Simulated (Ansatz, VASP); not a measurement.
**One calculation of TiO2, two programs**

Contents of INCAR:

```
SYSTEM = TiO2
PREC = Accurate ; ENCUT = 520
EDIFF = 1E-6 ; ISMEAR = -1
SIGMA = 0.05 ; LREAL = .False.
LASPH = .True. ; NELM = 60
ALGO = Normal ; ISIF = 2
LWAVE = .False. ; LCHARG = .False.
LMAXMIX = 4 ; GGA = PE
```

File KPOINTS:

```
Automatic mesh
0
Gamma
  6 6 9
  0 0 0
```

Contents of POSCAR:

```
TiO2
1.0
    4.5998373239      0.0000000000      0.0000000000
    0.0000000000      4.5998373239      0.0000000000
    0.0000000000      0.0000000000      2.9592135600
Ti O
2 4
Direct
    0.0000000000      0.0000000000      0.5000000000
    0.5000000000      0.5000000000      0.0000000000
    0.3043213200      0.3043213200      0.5000000000
    0.1956786800      0.8043213200      0.0000000000
    0.8043213200      0.1956786800      0.0000000000
    0.6956786800      0.6956786800      0.5000000000
```

Contents of KPOINTS_OPT:

```
path GXMGZRAZ,XR,MA
15
line-mode
reciprocal
 0.0000000000  0.0000000000  0.0000000000  G
 0.0000000000  0.5000000000  0.0000000000  X

 0.0000000000  0.5000000000  0.0000000000  X
 0.5000000000  0.5000000000  0.0000000000  M

 0.5000000000  0.5000000000  0.0000000000  M
 0.0000000000  0.0000000000  0.0000000000  G

 0.0000000000  0.0000000000  0.0000000000  G
 0.0000000000  0.0000000000  0.5000000000  Z

 0.0000000000  0.0000000000  0.5000000000  Z
 0.0000000000  0.5000000000  0.5000000000  R

 0.0000000000  0.5000000000  0.5000000000  R
 0.5000000000  0.5000000000  0.5000000000  A

 0.5000000000  0.5000000000  0.5000000000  A
 0.0000000000  0.0000000000  0.5000000000  Z

 0.0000000000  0.5000000000  0.0000000000  X
 0.0000000000  0.5000000000  0.5000000000  R

 0.5000000000  0.5000000000  0.0000000000  M
 0.5000000000  0.5000000000  0.5000000000  A
```

Contents of input.yaml:

```yaml
crystal:
  lattice:
    - [4.5998373239, 0.0, 0.0]
    - [0.0, 4.5998373239, 0.0]
    - [0.0, 0.0, 2.95921356]
  atoms:
    - { symbol: Ti, position: [0.0, 0.0, 0.5] }
    - { symbol: Ti, position: [0.5, 0.5, 0.0] }
    - { symbol: O, position: [0.30432132, 0.30432132, 0.5] }
    - { symbol: O, position: [0.19567868, 0.80432132, 0.0] }
    - { symbol: O, position: [0.80432132, 0.19567868, 0.0] }
    - { symbol: O, position: [0.69567868, 0.69567868, 0.5] }
hamiltonian:
  xc: pbe
  pseudopotentials: { kind: paw }
kpoints:
  mp_grid: { grid: [6, 6, 9] }
  band_path:
    path:
      - [[0.0, 0.0, 0.0], [0.0, 0.5, 0.0], [0.5, 0.5, 0.0], [0.0, 0.0, 0.0], [0.0, 0.0, 0.5], [0.0, 0.5, 0.5], [0.5, 0.5, 0.5], [0.0, 0.0, 0.5]]
      - [[0.0, 0.5, 0.0], [0.0, 0.5, 0.5]]
      - [[0.5, 0.5, 0.0], [0.5, 0.5, 0.5]]
    npoints: 14
scf:
  occupations: { method: fermi_dirac, width: 0.05 }
  n_extra_bands: 15
output:
  forces: true
  stress: true
  eigenvalues: true
  fatbands: false
```

The cell is a database's computed one.

Alike in both runs: task band structure; functional PBE; k mesh 6 × 6 × 9; occupations fermi-dirac, width 0.05 eV; no spin polarisation.

```csv
,VASP,Ansatz
version,VASP 6.6.1,Ansatz 0.2.0
potentials or method,"VASP PAW PBE potentials, release 54 (Ti_sv, O)",Ansatz PAW
plane-wave cutoff (eV),520,420
valence electrons in the cell,48,48
```

VASP gave:

```
gap on the k mesh at the Fermi level (eV)       : 1.84
least direct gap on the mesh (eV)               : 1.84
gap along the band path (eV)                    : 1.84
pressure (GPa)                                  : 5.0
largest component of the traceless stress (GPa) : 0.35
rms of the force components (eV/Å)              : 0.010
```

Q: Which values does Ansatz return?

A: gap on the k mesh at the Fermi level (eV): 1.87; least direct gap on the mesh (eV): 1.87; gap along the band path (eV): 1.87; pressure (GPa): 4.2; largest component of the traceless stress (GPa): 0.55; rms of the force components (eV/Å): 0.002.

Atom by atom the forces differ by 0.012 eV/Å (rms over components).

Caveats: the pressure holds a Pulay correction of +0.7 GPa for the finite cutoff (Ansatz). Expect the measured gap to be larger: semilocal functionals such as PBE lack the derivative discontinuity.
